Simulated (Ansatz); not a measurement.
## 2H-CrOS bilayer (AA) in a perpendicular field

Aim: how the 2H-CrOS bilayer (AA) screens a field along its normal, and what the field does to its bands. A positive field points along +c.

Main program and level: Ansatz 0.2.0; plane-wave DFT, PBE-D3(BJ), Ansatz PAW.

### Step 1. The structure

The cell holds 6 atoms: 2 S, 2 Cr and 2 O. Cell: a = 2.842 Å, b = 2.842 Å, c = 47.570 Å, α = 90.0°, β = 90.0°, γ = 120.0°. Regions: layer 1: 2H-CrOS, 3 atoms (1 S, 1 Cr and 1 O); layer 2: 2H-CrOS, 3 atoms (1 S, 1 Cr and 1 O). Vacuum lies along c.

### Step 2. Relaxing the slab

The starting cell is a guess, so the in-plane lattice and the atoms are relaxed first, with the slab cut off from its images along the normal.

input.yaml reads:

```yaml
crystal:
  lattice:
    - [2.841782, 0.0, 0.0]
    - [-1.420891, 2.461055404, 0.0]
    - [0.0, 0.0, 47.5698911335]
  atoms:
    - { symbol: S, position: [0.3333333333, 0.6666666667, 0.4130764131] }
    - { symbol: Cr, position: [0.0, 0.0, 0.4475874429] }
    - { symbol: O, position: [0.3333333333, 0.6666666667, 0.4689929919] }
    - { symbol: S, position: [0.3333333333, 0.6666666667, 0.5310070081] }
    - { symbol: Cr, position: [0.0, 0.0, 0.5655180378] }
    - { symbol: O, position: [0.3333333333, 0.6666666667, 0.5869235869] }
  periodic: [true, true, false]
kpoints:
  mp_grid: { grid: [12, 12, 1] }
hamiltonian:
  xc: pbe
  dispersion: d3bj
scf:
  occupations: { method: fermi_dirac, width: 0.05 }
  convergence: { dr2_threshold: 1.0e-09 }
relax:
  f_tol: 0.004
  max_steps: 90
  cell: {}
output:
  write_potential: true
  write_density: true
  volumetric_format: npy
```

Launch:

```bash
$ ansatz run input.yaml --threads 2 --pin off --max-ram 3072MiB --backend cpu --events-out ev --progress --plain --runs-dir out
```

Numbers of over 12 decimals in the logs are rounded to 6 here.

Output:

```text
Warning: relax.cell: scf.convergence.dr2_threshold = 1e-9 eV is looser than the 1.79754317934e-10 eV advised for a relaxation that steers and ends on the stress (1e-10 eV for each atom of the cell: 6, times the square of relax.cell.stress_2d_tol = 0.05 N/m over 18.3 Å (the atoms' height at the walk's start and 5 Å past either face), 2.737e-2 GPa, over a crystal's default 0.05). What an SCF threshold leaves in a stress goes as its square root, and in the free energy as the threshold itself, and one threshold admits the most on a small cell: [figures from the program's tests cut] Set scf.convergence.dr2_threshold to 1.79754317934e-10 eV or tighter. [rest of the remark cut]
Engine: ansatz 0.2.0, x86_64-unknown-linux-gnu
Pseudopotentials: kind: paw
Pseudopotential: S, paw, valence charge 6, recommended cutoff 420 eV (normal), S.paw.azcp
Pseudopotential: Cr, paw, valence charge 14, recommended cutoff 420 eV (normal), Cr.paw.azcp
Pseudopotential: O, paw, valence charge 6, recommended cutoff 420 eV (normal), O.paw.azcp
Functional definition: PBE
  parameter kappa = 0.804
  parameter beta = 0.066725
  exchange = pbe_x(kappa = kappa, mu = beta*pi^2/3)
  correlation = pbe_c(beta = beta)
Crystal: 6 atoms, lattice volume = 332.693 Å³
Basis set: ecut = 420 eV, 6555 PW (Γ), exchange–correlation on 40×40×640 points (8 copies of the dense FFT grid, shifted against one another)
Bands: 32, of which v1, the nominal top of the filled ones, is band 26 counted from 1 (25 counted from 0)
Symmetry: 6 space group operations
Space group: P3m1 (ITA 156), of the structure as read, at distance tolerance 6.9e-5 Å
k-points: 19 of 144 (time reversal used)
Non-local potential: S, projectors of the file, l = 0: 2, l = 1: 2, l = 2: 2
Non-local potential: Cr, projectors of the file, l = 0: 3, l = 1: 2, l = 2: 3, l = 3: 1
Non-local potential: O, projectors of the file, l = 0: 2, l = 1: 2, l = 2: 1
PAW form: soft (Blöchl's): semilocal exchange-correlation on the pseudo side does not see the compensation charge
PAW one-centre angular grid: S, 110 points (default); XC on 64 Gauss nodes
PAW one-centre angular grid: Cr, 590 points (default); XC on 64 Gauss nodes
PAW one-centre angular grid: O, 110 points (default); XC on 64 Gauss nodes
Initial density: superposition of atomic densities (neutral atoms: chi_scale 0, normalization atom), corrected by the library's trained network
Initial wavefunctions: pseudopotential atomic-orbital guess
Functional: x = pbe(κ = 0.804, μ = 0.219515), c = pbe(β = 0.066725)
SCF iter   1: F=—  HF=-9697.320510 eV  |F-HF|=—  |Δ(HF+E_count)|=         —  Δρ=6.27e-3  dr2=2.34e-1  ethr=1.77e-3  ⟨swp⟩=15.0  Hψ=4418  notcnv=0
preconditioner: auto → LDOS  [metal: Δε(μ)=0.046 eV  Ē_g=7.888 eV  σ=0.050 eV  W_gap=0.22  n_scr=30 (ndim 8)  ℏωp=12.2 eV  f_vac=0.755  D(μ)=1.55/eV (n_scr^D=12)  β→1.0]
SCF iter   2: F=—  HF=-9697.341964 eV  |F-HF|=—  |Δ(HF+E_count)|=   2.15e-2  Δρ=6.24e-3  dr2=3.30e-1  ethr=4.50e-4  ⟨swp⟩=3.6  Hψ=1624  notcnv=0  defer=3
SCF iter   3: F=—  HF=-9697.306165 eV  |F-HF|=—  |Δ(HF+E_count)|=   3.58e-2  Δρ=3.47e-3  dr2=1.17e-1  ethr=4.50e-4  ⟨swp⟩=3.5  Hψ=1200  notcnv=0  defer=4
SCF iter   4: F=—  HF=-9697.298475 eV  |F-HF|=—  |Δ(HF+E_count)|=   7.69e-3  Δρ=7.15e-4  dr2=3.67e-3  ethr=2.24e-4  ⟨swp⟩=2.7  Hψ=1032  notcnv=0  defer=3
SCF iter   5: F=—  HF=-9697.298298 eV  |F-HF|=—  |Δ(HF+E_count)|=   1.77e-4  Δρ=3.75e-4  dr2=1.17e-3  ethr=7.05e-6  ⟨swp⟩=3.3  Hψ=1244  notcnv=0  defer=3
SCF iter   6: F=—  HF=-9697.298290 eV  |F-HF|=—  |Δ(HF+E_count)|=   7.47e-6  Δρ=1.58e-4  dr2=1.29e-4  ethr=2.25e-6  ⟨swp⟩=2.5  Hψ=880  notcnv=0  defer=3
SCF iter   7: F=—  HF=-9697.298340 eV  |F-HF|=—  |Δ(HF+E_count)|=   4.94e-5  Δρ=6.45e-5  dr2=9.74e-6  ethr=2.49e-7  ⟨swp⟩=3.1  Hψ=1087  notcnv=0  defer=3
SCF iter   8: F=—  HF=-9697.298426 eV  |F-HF|=—  |Δ(HF+E_count)|=   8.65e-5  Δρ=2.64e-5  dr2=1.72e-6  ethr=1.87e-8  ⟨swp⟩=3.1  Hψ=1275  notcnv=0  defer=3
SCF iter   9: F=—  HF=-9697.298524 eV  |F-HF|=—  |Δ(HF+E_count)|=   9.80e-5  Δρ=7.81e-6  dr2=1.33e-7  ethr=3.31e-9  ⟨swp⟩=2.6  Hψ=1120  notcnv=0  defer=3
SCF iter  10: F=—  HF=-9697.298528 eV  |F-HF|=—  |Δ(HF+E_count)|=   3.16e-6  Δρ=2.37e-6  dr2=2.86e-8  ethr=2.55e-10  ⟨swp⟩=3.6  Hψ=1385  notcnv=0  defer=3
SCF iter  11: F=—  HF=-9697.298528 eV  |F-HF|=—  |Δ(HF+E_count)|=   3.64e-7  Δρ=9.46e-7  dr2=1.17e-8  ethr=5.50e-11  ⟨swp⟩=3.1  Hψ=1031  notcnv=0  defer=3
SCF iter  12: F=—  HF=-9697.298528 eV  |F-HF|=—  |Δ(HF+E_count)|=   8.28e-8  Δρ=7.28e-7  dr2=5.90e-9  ethr=2.26e-11  ⟨swp⟩=1.6  Hψ=719  notcnv=0  defer=3
SCF iter  13: F=-9697.298528 eV  HF=-9697.298528 eV  |F-HF|=2.94e-9  |Δ(HF+E_count)|=   1.23e-8  Δρ=1.23e-7  dr2=1.70e-10  ethr=1.92e-12  ⟨swp⟩=10.6  Hψ=5171  notcnv=0
SCF 1 converged in 13 iterations: F = -9697.298528 eV  dr2 = 1.70e-10
  greatest PAW one-centre occupation: 1.000 electrons in one spin orbital (limit 2), on the Cr atom at site 4 (counted from 0), in its partial waves of l = 0
relax step   1: F+E_penalty+E_count = -9697.29852804 eV  Δ(F+E_penalty+E_count) = +0.000e0 eV  max|allowed force component| = 1.765e0 eV/Å  Δτ_max = 0.0000 Å  P = -5.091 N/m  Ω = 332.693 Å³  fix = [c, alpha, beta]  reactions: c -0.000 N/m  (13 SCF iters, accepted)
Crystal: 6 atoms, lattice volume = 327.138 Å³
Basis set: ecut = 420 eV, 6459 PW (Γ), exchange–correlation on 40×40×640 points (8 copies of the dense FFT grid, shifted against one another)
Initial density: handed on by an earlier stage of this run
Initial wavefunctions: those handed on with the density
iter 1 solved again at ethr=2.48e-3 eV; its pass at ethr=3.10e-3 eV (dr2=1.29e0 eV) is discarded
SCF iter   1: F=—  HF=-9697.638665 eV  |F-HF|=—  |Δ(HF+E_count)|=         —  Δρ=2.01e-2  dr2=1.29e0  ethr=2.48e-3  ⟨swp⟩=1.4  Hψ=4937  notcnv=0
preconditioner: auto → LDOS  [insulator: Δε(μ)=0.145 eV  Ē_g=8.112 eV  σ=0.050 eV  W_gap=0.59  n_scr=30 (ndim 8)  ℏωp=12.3 eV  f_vac=0.750  D(μ)=0.28/eV (n_scr^D=4)  ε∞_Penn≈3.3  β→1.0]
SCF iter   2: F=—  HF=-9699.724073 eV  |F-HF|=—  |Δ(HF+E_count)|=    2.09e0  Δρ=8.14e-2  dr2=3.52e1  ethr=2.48e-3  ⟨swp⟩=5.7  Hψ=1890  notcnv=0  recentre
SCF iter   3: F=—  HF=-9697.504443 eV  |F-HF|=—  |Δ(HF+E_count)|=    2.22e0  Δρ=1.38e-2  dr2=6.76e-1  ethr=2.48e-3  ⟨swp⟩=5.1  Hψ=1984  notcnv=0  defer=6
SCF iter   4: F=—  HF=-9697.444482 eV  |F-HF|=—  |Δ(HF+E_count)|=   6.00e-2  Δρ=5.29e-3  dr2=1.99e-1  ethr=1.30e-3  ⟨swp⟩=3.4  Hψ=1051  notcnv=0  defer=2
SCF iter   5: F=—  HF=-9697.431642 eV  |F-HF|=—  |Δ(HF+E_count)|=   1.28e-2  Δρ=2.34e-3  dr2=4.78e-2  ethr=3.82e-4  ⟨swp⟩=3.7  Hψ=1227  notcnv=0
[...]
relax step   4: F+E_penalty+E_count = -9697.45921075 eV  Δ(F+E_penalty+E_count) = -2.753e-3 eV  max|allowed force component| = 1.009e-1 eV/Å  Δτ_max = 0.0108 Å  P = +0.282 N/m  Ω = 325.802 Å³  energy of the carried Pulay correction = +3.522e-3 eV  fix = [c, alpha, beta]  reactions: c +0.000 N/m  (12 SCF iters, accepted)
[...]
relax step   5: F+E_penalty+E_count = -9697.45971942 eV  Δ(F+E_penalty+E_count) = -5.087e-4 eV  max|allowed force component| = 2.129e-2 eV/Å  Δτ_max = 0.0046 Å  P = +0.141 N/m  Ω = 325.674 Å³  energy of the carried Pulay correction = +3.589e-3 eV  fix = [c, alpha, beta]  reactions: c +0.000 N/m  (11 SCF iters, accepted)
[...]
relax step   6: F+E_penalty+E_count = -9697.45965416 eV  Δ(F+E_penalty+E_count) = +6.526e-5 eV  max|allowed force component| = 1.266e-3 eV/Å  Δτ_max = 0.0007 Å  P = -0.002 N/m  Ω = 325.857 Å³  energy of the carried Pulay correction = +3.494e-3 eV  fix = [c, alpha, beta]  reactions: c -0.000 N/m  (9 SCF iters, accepted)
[...]
relax step   7: F+E_penalty+E_count = -9697.45656806 eV  Δ(F+E_penalty+E_count) = +3.086e-3 eV  max|allowed force component| = 1.454e-3 eV/Å  Δτ_max = 0.0000 Å  P = -0.093 N/m  Ω = 325.857 Å³  fix = [c, alpha, beta]  reactions: c -0.000 N/m  stress off target by 9.32e-2 N/m on what of the cell is left free  SCF on the basis re-selected at this cell (its energy is not comparable with the rows above)  (8 SCF iters)
[...]
relax step   8: F+E_penalty+E_count = -9697.45664885 eV  Δ(F+E_penalty+E_count) = -8.079e-5 eV  max|allowed force component| = 1.573e-4 eV/Å  Δτ_max = 0.0002 Å  P = -0.004 N/m  Ω = 325.718 Å³  energy of the carried Pulay correction = +7.191e-5 eV  fix = [c, alpha, beta]  reactions: c -0.000 N/m  (8 SCF iters, accepted)
iter 1 solved again at ethr=1.31e-7 eV; its pass at ethr=3.10e-3 eV (dr2=6.79e-5 eV) is discarded
SCF iter   1: F=—  HF=-9697.456450 eV  |F-HF|=—  |Δ(HF+E_count)|=         —  Δρ=2.81e-6  dr2=3.53e-8  ethr=1.31e-7  ⟨swp⟩=6.2  Hψ=7500  notcnv=0
preconditioner: auto → LDOS  [metal: Δε(μ)=0.089 eV  Ē_g=8.034 eV  σ=0.050 eV  W_gap=0.38  n_scr=30 (ndim 8)  ℏωp=12.3 eV  f_vac=0.754  D(μ)=1.12/eV (n_scr^D=10)  β→1.0]
SCF iter   2: F=—  HF=-9697.456566 eV  |F-HF|=—  |Δ(HF+E_count)|=   1.16e-4  Δρ=3.58e-6  dr2=9.27e-8  ethr=6.80e-11  ⟨swp⟩=5.6  Hψ=2380  notcnv=0
SCF iter   3: F=—  HF=-9697.456566 eV  |F-HF|=—  |Δ(HF+E_count)|=   3.19e-8  Δρ=1.64e-6  dr2=2.42e-8  ethr=6.80e-11  ⟨swp⟩=3.3  Hψ=1365  notcnv=0
SCF iter   4: F=—  HF=-9697.456566 eV  |F-HF|=—  |Δ(HF+E_count)|=  4.69e-10  Δρ=1.28e-6  dr2=1.40e-8  ethr=4.66e-11  ⟨swp⟩=2.4  Hψ=811  notcnv=0
SCF iter   5: F=—  HF=-9697.456566 eV  |F-HF|=—  |Δ(HF+E_count)|=   7.06e-9  Δρ=9.63e-7  dr2=4.59e-9  ethr=2.69e-11  ⟨swp⟩=2.5  Hψ=787  notcnv=0
SCF iter   6: F=—  HF=-9697.456566 eV  |F-HF|=—  |Δ(HF+E_count)|=   2.70e-9  Δρ=5.37e-7  dr2=3.60e-9  ethr=8.84e-12  ⟨swp⟩=3.1  Hψ=1006  notcnv=0
SCF iter   7: F=—  HF=-9697.456566 eV  |F-HF|=—  |Δ(HF+E_count)|=   1.87e-9  Δρ=9.28e-7  dr2=6.75e-9  ethr=6.92e-12  ⟨swp⟩=2.6  Hψ=1071  notcnv=0
SCF iter   8: F=—  HF=-9697.456566 eV  |F-HF|=—  |Δ(HF+E_count)|=   6.45e-9  Δρ=4.14e-7  dr2=1.11e-9  ethr=6.92e-12  ⟨swp⟩=2.5  Hψ=933  notcnv=0
SCF iter   9: F=-9697.456566 eV  HF=-9697.456566 eV  |F-HF|=1.46e-10  |Δ(HF+E_count)|=   2.25e-9  Δρ=3.10e-8  dr2=2.45e-12  ethr=1.92e-12  ⟨swp⟩=12.7  Hψ=4778  notcnv=0
SCF 9 converged in 9 iterations: F = -9697.456566 eV  dr2 = 2.45e-12
relax step   9: F+E_penalty+E_count = -9697.45656597 eV  Δ(F+E_penalty+E_count) = +8.288e-5 eV  max|allowed force component| = 1.640e-4 eV/Å  Δτ_max = 0.0000 Å  P = -0.005 N/m  Ω = 325.718 Å³  fix = [c, alpha, beta]  reactions: c -0.000 N/m  stress off target by 5.36e-3 N/m on what of the cell is left free  SCF on the basis re-selected at this cell (its energy is not comparable with the rows above)  (9 SCF iters)
basis re-selected at this cell: Δ(F+E_penalty+E_count) = +8.288e-5 eV, ΔP = -0.001 N/m vs the last step (what re-selecting the basis moved, of the pressure what is left beyond the Pulay correction that the steps carried, after the strain that the cell walked since its last selection, with what the two solves' SCF thresholds leave and, on support functions, any second-order correction that the steps lacked; it is no m [...]
WARN: The output density's exchange-correlation potential varies sharply where the density is thin. Do not read a vacuum level from v_tot or v_xc, or from such a field of the output density. On a cell that repeats whose density bears no net charge and no dipole along the vacuum's axis use v_es (v_loc + v_h of the components); under efield.dipole_correction with no amplitude use v_es + v_field, which holds any externa [...]
SCF converged after 9 iterations
Free energy (F): -9697.456566 eV
Harris-Foulkes:  -9697.456566 eV  (|F-HF|=1.46e-10)
Internal energy: -9697.447592 eV  (E = F + TS)
E sigma→0 (E₀):  -9697.452079 eV
Entropy (-TS):   -0.008974 eV (-1.496 meV/atom)
Fermi energy:    -5.651600 eV
--- Per-component energies (eV) ---
  E_band       = -1360.563258
  E_kinetic    = 1251.348538
  E_local      = -304958.860021  (includes V_loc(G=0)·N_el)
  E_nonlocal   = 307.571412
  E_hartree    = 151657.538994
  E_xc         = -622.813817
  E_vxc        = -721.903639  (∫ρ·V_xc dr)
  E_paw        = -3902.689799  (= ΣΔE_a)
  E_vpaw       = -553.803179  (= ΣTr[D̂ρ^β])
  E_aug_tail   = 0.005616  (compensation charges beyond the density's cutoff)
  E_ewald      = 146571.849478
  E_disp       = -1.397994  (pairwise vdW)
  E_smearing   = -0.008974  (= −TS)
  E_closure    = -0.000000  (closes the sum)
  Σ components = -9697.456566   (vs F -9697.456566, Δ=0.00e0)
--- Forces (eV/Å), atoms counted from 1 ---
  atom   1  S     -0.00000000    -0.00000000     0.00010352
  atom   2  Cr     0.00000000     0.00000000     0.00016393
  atom   3  O      0.00000000    -0.00000000    -0.00009756
  atom   4  S      0.00000000     0.00000000    -0.00006502
  atom   5  Cr     0.00000000     0.00000000    -0.00001034
  atom   6  O      0.00000000    -0.00000000    -0.00009474
  max |Σ_I F_I| component: 2.17e-7 eV/Å
--- 2D stress c σ (N/m, compression-positive) ---
       -0.005363       0.000000      -0.000000
        0.000000      -0.005363      -0.000000
       -0.000000      -0.000000      -0.000000
  P = ½ c Tr σ = -0.0054 N/m
--- Band table (eV; the first three rows and the last of 19) ---
  k-point 0: bands = [... 22 lower, -7.3301, -7.3301, -6.0234, -5.5531, -4.4706, -4.4706, -4.0044, -4.0044, ... 2 higher]
  k-point 1: bands = [... 22 lower, -7.5362, -7.4265, -6.1196, -5.6614, -4.5141, -4.4311, -4.0546, -3.9643, ... 2 higher]
  k-point 2: bands = [... 22 lower, -8.0488, -7.6189, -6.4588, -6.0074, -4.6963, -4.4588, -4.3471, -4.1884, ... 2 higher]
  k-point 18: bands = [... 22 lower, -8.8284, -8.1898, -7.0079, -6.6047, -5.6880, -5.3231, -4.4581, -4.1947, ... 2 higher]
  the weakly bound empty levels are not read free of the cell's end (no_gap_told)
--- Relaxed structure (7 steps of the walk, 7 accepted, 2 SCFs on fresh bases) ---
  F+E_penalty+E_count = -9697.45656597 eV   max|allowed force component| = 1.640e-4 eV/Å   (the final SCF, on the basis selected at the relaxed cell)
  cell:  # Å, volume = 325.7183 Å³
    - [2.811834, 0.0, 0]
    - [-1.405917, 2.435120, 0]
    - [0, 0, 47.5698911335]
  atoms:
    - { symbol: S, position: [0.333333, 0.666667, 0.412164] }
    - { symbol: Cr, position: [-9.596035399224136e-19, -3.8926641235093776e-17, 0.444904] }
    - { symbol: O, position: [0.333333, 0.666667, 0.467451] }
    - { symbol: S, position: [0.333333, 0.666667, 0.533498] }
    - { symbol: Cr, position: [3.105606331734894e-19, -3.638631288890197e-17, 0.566386] }
    - { symbol: O, position: [0.333333, 0.666667, 0.588701] }
```

Elapsed: 88 s, on 2 threads of Intel Xeon Platinum 8488C (Sapphire Rapids), shared host; peak memory 0.68 GiB; 2.9 min of CPU time.

This run has no spin polarisation, although Cr can carry a moment.

Relaxation path:

```tsv
step	energy less that of the first step (eV)	largest force component (eV/Å)	volume (Å³)
1	0.0000	1.7646	332.69
2	-0.1316	0.7653	327.14
3	-0.1579	0.2649	323.45
4	-0.1607	0.1009	325.80
5	-0.1612	0.0213	325.67
6	-0.1611	0.0013	325.86
7*	-0.1580	0.0015	325.86
8	-0.1581	0.0002	325.72
9*	-0.1580	0.0002	325.72
```

Relaxation steps marked * repeat the geometry before them on a plane-wave basis chosen anew for their cell, so energy and pressure can jump there.

Forces are held to the 6 operations that the run works with; a distortion that breaks them can't arise in this run.

```tsv
cell as run	before	after	change
a (Å)	2.842	2.812	-1.1 %
b (Å)	2.842	2.812	-1.1 %
```

The atoms that moved most (Å, along periodic axes as changes of fractional coordinates times the final cell, across vacuum about the mean position):

```tsv
atom	dx	dy	dz	length
Cr2	0.000	0.000	-0.128	0.128
S4	0.000	0.000	0.119	0.119
O6	0.000	0.000	0.085	0.085
O3	0.000	0.000	-0.073	0.073
S1	0.000	0.000	-0.043	0.043
Cr5	0.000	0.000	0.041	0.041
```

Final coordinates:

```xyz
6
Lattice="2.8118 0.0000 0.0000 -1.4059 2.4351 0.0000 0.0000 0.0000 47.5699" Properties=species:S:1:pos:R:3
S     0.0000    1.6234   19.6066
Cr    0.0000    0.0000   21.1641
O     0.0000    1.6234   22.2366
S     0.0000    1.6234   25.3785
Cr    0.0000    0.0000   26.9429
O     0.0000    1.6234   28.0044
```

Numbers from this step:

```yaml
energy_at_zero_smearing: -9697.4521 eV
```

The lattice constant a goes from 2.842 to 2.812 Å.

(Part 1 of 3 ends here.)

[Logs are printed without paths, hosts, clocks, repeated set-up lines and the standing remarks that a program may print on its own settings, such as how far it seeks lower states.]

[Hosts, paths, dates, database ids (printed as entryN), source tags and the programs' standing remarks are cut or masked in the printed files.]

[Maps of the electrostatic potential energy from Ansatz leave out the sawtooth potential of an applied field or a dipole correction, so their vacuum need not be flat; planar profiles and work functions include it.]
